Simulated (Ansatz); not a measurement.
Crystal: Be.

```
Be
1.0
     2.28530    0.00000    0.00000
    -1.14265    1.97913    0.00000
     0.00000    0.00000    3.58420
Be
2
Cartesian
  1.1427 0.6597 2.6882
  0.0000 1.3194 0.8961
```

Program: Ansatz 0.2.0. Alike in all runs: task single point; potentials or basis all-electron LAPW, scalar-relativistic; cell as given; k mesh 13 × 13 × 8; basis error allowed 0.001 eV/atom.

Question: Order these runs on this cell by their pressure, lowest first.
A. level PBE; spin off; cutoff (eV) 140; smearing gaussian 0.1 eV
B. level RPBE; spin off; cutoff (eV) 140; smearing gaussian 0.02 eV
C. level LDA; spin off; cutoff (eV) 141; smearing gaussian 0.05 eV
D. level LDA+D4; spin off; cutoff (eV) 141; smearing gaussian 0.1 eV
E. level PBE+D4; spin collinear, ferromagnetic start; fixed moment (μB) 1.0; cutoff (eV) 140; smearing fermi-dirac 0.1 eV

Answer: D (-10.4 GPa), C (-8.3 GPa), A (-2.8 GPa), B (0.2 GPa), E (7.9 GPa).

Caveats: the total moment is fixed, so each spin has its own Fermi level (some runs); pairwise dispersion overbinds metals, which lowers pressure and volume (some runs); the dispersion damping was fitted for another functional or another form of the correction (some runs).
